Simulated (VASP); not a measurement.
# Si (R-3m) in VASP: phonons with LDA

Aim: the phonons of Si with LDA.

All numbers are computed with VASP 6.6.1; they aren't measurements. Logs are shortened: lines on timing, memory, paths and dates and some standing lists are left out, and cuts for length are marked.

### Step 1. Starting point

The structure is trigonal, space group R-3m (No. 166). The conventional cell has a = 3.813 Å, b = 3.813 Å, c = 9.783 Å, α = 90.00°, β = 90.00°, γ = 120.00°. Si (site symmetry 3m) has 4 Si at 2.36 to 2.41 Å as nearest neighbours.

### Step 2. Phonons, LDA

POSCAR

```
Si
1.0
    0.0854690885      2.7813854558      2.7813854558
    2.7813854558      0.0854690885      2.7813854558
    2.7813854558      2.7813854558      0.0854690885
Si
2
Direct
    0.0016777000      0.0016777000      0.0016777000
    0.2483220000      0.2483220000      0.2483220000
```

INCAR.step1

```
SYSTEM = Si
  PREC = Accurate
  ENCUT = 600
  EDIFF = 1E-8
  ISMEAR = 0
  SIGMA = 0.01
  LREAL = .FALSE.
  LASPH = .TRUE.
  NELM = 100
  ALGO = Normal
  ISIF = 3
  LWAVE = .FALSE.
  LCHARG = .FALSE.
  IBRION = 2
  NSW = 40
  EDIFFG = -0.002
```

INCAR.step2

```
SYSTEM = Si
  PREC = Accurate
  ENCUT = 600
  EDIFF = 1E-8
  ISMEAR = 0
  SIGMA = 0.01
  LREAL = .FALSE.
  LASPH = .TRUE.
  NELM = 100
  ALGO = Normal
  ISIF = 2
  LWAVE = .FALSE.
  LCHARG = .FALSE.
  IBRION = 6
  NFREE = 2
  POTIM = 0.015
  NSW = 1
```

KPOINTS

```
regular mesh
0
G
  10 10 10
  0 0 0
```

Potentials or basis: VASP PAW LDA potentials, release 64 (Si).

The run is started by

```console
> cat potpaw_LDA.64/Si/POTCAR > POTCAR
> cp INCAR.step1 INCAR
> mpirun -np 1 vasp_std > vasp.out
> cp CONTCAR POSCAR
> cp INCAR.step2 INCAR
> mpirun -np 1 vasp_std > vasp.out
```

OUTCAR:

```text
SYSTEM = Si
   PREC = Accurate
   ENCUT = 600
   EDIFF = 1E-8
   ISMEAR = 0
   LREAL = .FALSE.
   LASPH = .TRUE.
   NELM = 100
   ISIF = 2
   IBRION = 6
   NFREE = 2
   POTIM = 0.015
   NSW = 1

 ion  position               nearest neighbor table
   1  0.000  0.000  0.000-   2 2.34   2 2.34   2 2.34   2 2.34
   2  0.250  0.250  0.250-   1 2.34   1 2.34   1 2.34   1 2.34

  LATTYP: Found a trigonal (rhomboedric) cell.
 ALAT       =     3.8205207114
 COS(alpha) =     0.5000388049

  Lattice vectors:

 A1 = (   0.0001048332,   2.7015161017,   2.7015161017)
 A2 = (   2.7015161017,   0.0001048332,   2.7015161017)
 A3 = (   2.7015161017,   2.7015161017,   0.0001048332)

Analysis of symmetry for initial positions (statically):
=====================================================================
 Subroutine PRICEL returns:
 Original cell was already a primitive cell.

 Routine SETGRP: Setting up the symmetry group for a
 trigonal (rhombohedral) supercell.

 Subroutine GETGRP returns: Found 12 space group operations
 (whereof  6 operations were pure point group operations)
 out of a pool of 12 trial point group operations.

The static configuration has the point symmetry C_3v.
 The point group associated with its full space group is D_3d.

Analysis of symmetry for dynamics (positions and initial velocities):
=====================================================================
 Subroutine PRICEL returns:
 Original cell was already a primitive cell.

 Routine SETGRP: Setting up the symmetry group for a
 trigonal (rhombohedral) supercell.

 Subroutine GETGRP returns: Found 12 space group operations
 (whereof  6 operations were pure point group operations)
 out of a pool of 12 trial point group operations.

The dynamic configuration has the point symmetry C_3v.
 The point group associated with its full space group is D_3d.

 Subroutine INISYM returns: Found 12 space group operations
 (whereof  6 operations are pure point group operations),
 and found     1 'primitive' translations

----------------------------------------------------------------------------------------

                                     Primitive cell

  volume of cell :      39.4301

  direct lattice vectors                    reciprocal lattice vectors
     0.000104833  2.701516102  2.701516102    -0.185092032  0.185084850  0.185084850
     2.701516102  0.000104833  2.701516102     0.185084850 -0.185092032  0.185084850
     2.701516102  2.701516102  0.000104833     0.185084850  0.185084850 -0.185092032

  length of vectors
     3.820520711  3.820520711  3.820520711     0.320580510  0.320580510  0.320580510

  position of ions in fractional coordinates (direct lattice)
     0.000010059  0.000010059  0.000010059
     0.249989641  0.249989641  0.249989641

  ion indices of the primitive-cell ions
   primitive index   ion index
                 1           1
                 2           2

----------------------------------------------------------------------------------------

 KPOINTS: regular mesh

Automatic generation of k-mesh.
 Grid dimensions read from file:
 generate k-points for:   10   10   10

 Generating k-lattice:

  Cartesian coordinates                     Fractional coordinates (reciprocal lattice)
    -0.018509203  0.018508485  0.018508485     0.100000000 -0.000000000 -0.000000000
     0.018508485 -0.018509203  0.018508485    -0.000000000  0.100000000 -0.000000000
     0.018508485  0.018508485 -0.018509203    -0.000000000 -0.000000000  0.100000000

  Length of vectors
     0.032058051  0.032058051  0.032058051

  Shift w.r.t. Gamma in fractional coordinates (k-lattice)
     0.000000000  0.000000000  0.000000000

 Subroutine IBZKPT returns following result:
 ===========================================

 Found    116 irreducible k-points:

 Following reciprocal coordinates:
            Coordinates               Weight
  0.000000  0.000000  0.000000      1.000000
  0.100000  0.000000 -0.000000      6.000000
  0.200000  0.000000 -0.000000      6.000000
  0.300000  0.000000  0.000000      6.000000
  0.400000  0.000000 -0.000000      6.000000
  0.500000  0.000000  0.000000      3.000000
[... 16 lines left out ...]
  0.300000  0.300000  0.000000      6.000000
  0.400000  0.300000 -0.000000     12.000000
 [... further k-points ...]
   k-points           NKPTS =    116   k-points in BZ     NKDIM =    116   number of bands    NBANDS=      8
   number of dos      NEDOS =    301   number of ions     NIONS =      2
   total plane-waves  NPLWV =  32768
   dimension x,y,z NGX =    32 NGY =   32 NGZ =   32
   dimension x,y,z NGXF=    64 NGYF=   64 NGZF=   64
   ions per type =               2
   NGX,Y,Z   is equivalent  to a cutoff of  13.92, 13.92, 13.92 a.u.
   NGXF,Y,Z  is equivalent  to a cutoff of  27.85, 27.85, 27.85 a.u.
 SYSTEM =  Si
   PREC   = accura    normal or accurate (medium, high low for compatibility)
   ISTART =      0    job   : 0-new  1-cont  2-samecut
   ICHARG =      2    charge: 1-file 2-atom 10-const
   ISPIN  =      1    spin polarized calculation?
   LNONCOLLINEAR =      F non collinear calculations
   LSORBIT =      F    spin-orbit coupling
   LASPH  =      T    aspherical Exc in radial PAW
   ENCUT  =  600.0 eV  44.10 Ry    6.64 a.u.   7.63  7.63  7.63*2*pi/ulx,y,z
   NELM   =    100;   NELMIN=  2; NELMDL=  0     # of ELM steps
   EDIFF  = 0.1E-07   stopping-criterion for ELM
   LREAL  =      F    real-space projection
   EDIFFG = 0.1E-06   stopping-criterion for IOM
   NSW    =     61    number of steps for IOM
   IBRION =      6    ionic relax: 0-MD 1-quasi-New 2-CG
   NFREE  =      2    steps in history (QN), initial steepest desc. (CG)
   ISIF   =      2    stress and relaxation
   ISYM   =      2    0-nonsym 1-usesym 2-fastsym
   POTIM  = 0.0150    time-step for ionic-motion
   TEBEG  =    0.0;   TEEND  =   0.0 temperature during run
   PSTRESS=    0.0 pullay stress
   NELECT =       8.0000    total number of electrons
   NUPDOWN=      -1.0000    fix difference up-down
   EMIN   =  10.00;   EMAX   =-10.00  energy-range for DOS
   EFERMI =   0.00;   METHOD = LEGACY
   ISMEAR =     0;   SIGMA  =   0.01  broadening in eV -4-tet -1-fermi 0-gaus
   EFERMI_NEDOS =   21; number of points for ismear=-14 and -15
   IALGO  =     38    algorithm
   IMIX   =      4    mixing-type and parameters
     AMIX     =   0.40;   BMIX     =  1.00
     AMIX_MAG =   1.60;   BMIX_MAG =  1.00
  volume/ion in A,a.u.               =      19.72       133.04
  Fermi-wavevector in a.u.,A,eV,Ry     =   0.961972  1.817863 12.590693  0.925390
  Thomas-Fermi vector in A             =   2.091390
   LORBIT       =      0    0 simple, 1 ext, 2 COOP (PROOUT), +10 PAW based schemes
   GGA     = CA    functional components
   LHFCALC =     F    Hartree Fock is set to
   AEXX    =    0.0000 exact exchange contribution
   IVDW    =     0    specifies the selected vdW correction
   LEPSILON=     F    determine dielectric tensor
   LRPA    =     F    only Hartree local field effects (RPA)
 finite differences with symmetry
 non-spin polarized calculation
 Gauss-broadening in eV      SIGMA  =   0.01
  energy-cutoff  :      600.00
  volume of cell :       39.43
 maximum number of plane-waves:      1363
   NGX = 15   NGY = 15   NGZ = 15

--------------------------------------- Ionic step        1  -------------------------------------------

 number of electron       7.9999999 magnetization

 Free energy of the ion-electron system (eV)
  ---------------------------------------------------
  ext. energy  EPLUGINS =         0.00000000
  ---------------------------------------------------
  free energy    TOTEN  =       -11.91928966 eV

  energy without entropy =      -11.91928966  energy(sigma->0) =      -11.91928966

------------------------ aborting loop because EDIFF is reached ----------------------------------------

  FORCE on cell =-STRESS in cart. coord.  units (eV):
  Direction    XX          YY          ZZ          XY          YZ          ZX
  --------------------------------------------------------------------------------------
  -------------------------------------------------------------------------------------
  Total        0.0006238      0.0006238      0.0006238      0.0000873      0.0000873      0.0000873
  in kB        0.0253491      0.0253491      0.0253491      0.0035489      0.0035489      0.0035489
  external PRESSURE =       0.0253491 kB  Pullay stress =       0.0000000 kB
[... 57 lines left out ...]
  energy  without entropy=      -11.9177460718  energy(sigma->0) =      -11.91774607

--------------------------------------- Ionic step        3  -------------------------------------------

 number of electron       8.0000000 magnetization

 Free energy of the ion-electron system (eV)
  ---------------------------------------------------
  ext. energy  EPLUGINS =         0.00000000
  ---------------------------------------------------
  free energy    TOTEN  =       -11.91777942 eV

  energy without entropy =      -11.91777942  energy(sigma->0) =      -11.91777942

 E-fermi :   6.0978     XC(G=0):  -9.6636

 val. band max:        5.9997990746   @ k =   0.0000   0.0000   0.0000
 cond. band min:       6.3794146143   @ k =  -0.0000   0.4000   0.4000
 fundamental gap:      0.3796155396
 Fermi energy:         6.0978230287

 k-point     1 :       0.0000    0.0000    0.0000
  band No.  band energies     occupation
      1      -6.1352      2.00000
      2       5.8558      2.00000
      3       5.9283      2.00000
      4       5.9998      2.00000
      5       8.4157      0.00000
      6       8.4575      0.00000
      7       8.5009      0.00000
      8       9.3135      0.00000
[... 243 lines left out ...]
 k-point    24 :       0.4000    0.3000   -0.0000
  band No.  band energies     occupation
      1      -3.9464      2.00000
      2       0.5029      2.00000
      3       2.9964      2.00000
      4       3.4583      2.00000
      5       6.8691      0.00000
      6       8.0609      0.00000
      7      12.8651      0.00000
      8      12.9699      0.00000

 [... further k-points ...]

------------------------ aborting loop because EDIFF is reached ----------------------------------------

  FORCE on cell =-STRESS in cart. coord.  units (eV):
  Direction    XX          YY          ZZ          XY          YZ          ZX
  --------------------------------------------------------------------------------------
  -------------------------------------------------------------------------------------
  Total       -0.0000123      0.0037145      0.0037145      0.0000988     -0.1487923      0.0000987
  in kB       -0.0004996      0.1509343      0.1509343      0.0040126     -6.0459367      0.0040124
  external PRESSURE =       0.1004564 kB  Pullay stress =       0.0000000 kB
[... 17 lines left out ...]
  FREE ENERGIE OF THE ION-ELECTRON SYSTEM (eV)
  ---------------------------------------------------
  free  energy   TOTEN  =       -11.9177794190 eV

  energy  without entropy=      -11.9177794190  energy(sigma->0) =      -11.91777942

 INTERNAL STRAIN TENSORS FROM DISPLACED ATOMS
 ============================================

 INTERNAL STRAIN TENSOR FOR ION    1 for displacements in x,y,z  (eV/Angst):
          X           Y           Z          XY          YZ          ZX
  --------------------------------------------------------------------------------
  x    -0.00237     0.00145     0.00145     0.00004     9.93078     0.00004
  y     0.00145    -0.00237     0.00145     0.00004     0.00004     9.93078
  z     0.00145     0.00145    -0.00237     9.93078     0.00004     0.00004

 INTERNAL STRAIN TENSOR FOR ION    2 for displacements in x,y,z  (eV/Angst):
          X           Y           Z          XY          YZ          ZX
  --------------------------------------------------------------------------------
  x     0.00237    -0.00145    -0.00145    -0.00004    -9.93078    -0.00004
  y    -0.00145     0.00237    -0.00145    -0.00004    -0.00004    -9.93078
  z    -0.00145    -0.00145     0.00237    -9.93078    -0.00004    -0.00004

 Eigenvectors and eigenvalues of the dynamical matrix
 ----------------------------------------------------

   1 f  =   15.371402 THz    96.581368 2PiTHz  512.734782 cm-1    63.570982 meV
             X         Y         Z           dx          dy          dz
      0.000054  0.000054  0.000054     0.408248    0.408248    0.408248
      1.350728  1.350728  1.350728    -0.408248   -0.408248   -0.408248

   2 f  =   15.366982 THz    96.553599 2PiTHz  512.587361 cm-1    63.552704 meV
             X         Y         Z           dx          dy          dz
      0.000054  0.000054  0.000054     0.288675    0.288675   -0.577350
      1.350728  1.350728  1.350728    -0.288675   -0.288675    0.577350
[... 6 lines left out ...]
   4 f  =    0.000000 THz     0.000001 2PiTHz    0.000008 cm-1     0.000001 meV
             X         Y         Z           dx          dy          dz
      0.000054  0.000054  0.000054     0.435930   -0.417349   -0.368491
      1.350728  1.350728  1.350728     0.435930   -0.417349   -0.368491

   5 f  =    0.000000 THz     0.000001 2PiTHz    0.000006 cm-1     0.000001 meV
             X         Y         Z           dx          dy          dz
      0.000054  0.000054  0.000054     0.525433    0.153663    0.447558
      1.350728  1.350728  1.350728     0.525433    0.153663    0.447558

   6 f/i=    0.000000 THz     0.000001 2PiTHz    0.000005 cm-1     0.000001 meV
             X         Y         Z           dx          dy          dz
      0.000054  0.000054  0.000054     0.184080    0.549734   -0.404854
      1.350728  1.350728  1.350728     0.184080    0.549734   -0.404854

 ELASTIC MODULI CONTR FROM IONIC RELAXATION (kBar)
 Direction    XX          YY          ZZ          XY          YZ          ZX
 --------------------------------------------------------------------------------
 XX          -0.0000      0.0000      0.0000     -0.0431      0.0705     -0.0431
 YY           0.0000     -0.0000      0.0000     -0.0431     -0.0431      0.0705
 ZZ           0.0000      0.0000     -0.0000      0.0705     -0.0431     -0.0431
 XY          -0.0431     -0.0431      0.0705   -295.2887      0.0542      0.0542
 YZ           0.0705     -0.0431     -0.0431      0.0542   -295.2887      0.0542
 ZX          -0.0431      0.0705     -0.0431      0.0542      0.0542   -295.2887
 --------------------------------------------------------------------------------
```

It took 2.2 min on 1 thread of Intel Xeon 6975P-C (Granite Rapids), shared host; peak memory 0.27 GiB.

What came out:

```yaml
Relaxed_volume: 19.72 Å³/atom
Relaxed_cell: a = 3.821 Å, b = 3.821 Å, c = 3.821 Å, α = 60.00°, β = 60.00°, γ = 60.00°
Space_group_after_relaxing_to_0.05_Å: Fd-3m (No. 227)
Highest_phonon_frequency_at_Γ: 513 cm⁻¹
```

The path:
```tsv
step	energy change (eV)	largest force (eV/Å)	pressure (GPa)	volume (Å³)
1	0.0000	0.0005	-3.54	41.05
2	-0.0310	0.4317	2.76	38.39
3	-0.0399	0.2496	0.55	39.20
4	-0.0453	0.0539	0.17	39.36
5	-0.0458	0.0307	0.00	39.43
6	-0.0458	0.0252	0.01	39.43
7	-0.0458	0.0287	-0.03	39.44
8	-0.0459	0.0039	-0.01	39.43
9	-0.0459	0.0045	-0.01	39.43
10	-0.0459	0.0020	0.00	39.43
```

Final structure:
```
CELL_PARAMETERS angstrom
0.00010 2.70152 2.70152
2.70152 0.00010 2.70152
2.70152 2.70152 0.00010
ATOMIC_POSITIONS crystal
Si 0.00001 0.00001 0.00001
Si 0.24999 0.24999 0.24999
```

Phonon frequencies in cm⁻¹ (negative: imaginary):
```csv
q point,frequencies
"(0.000, 0.000, 0.000)",0 0 0 513 513 513
```
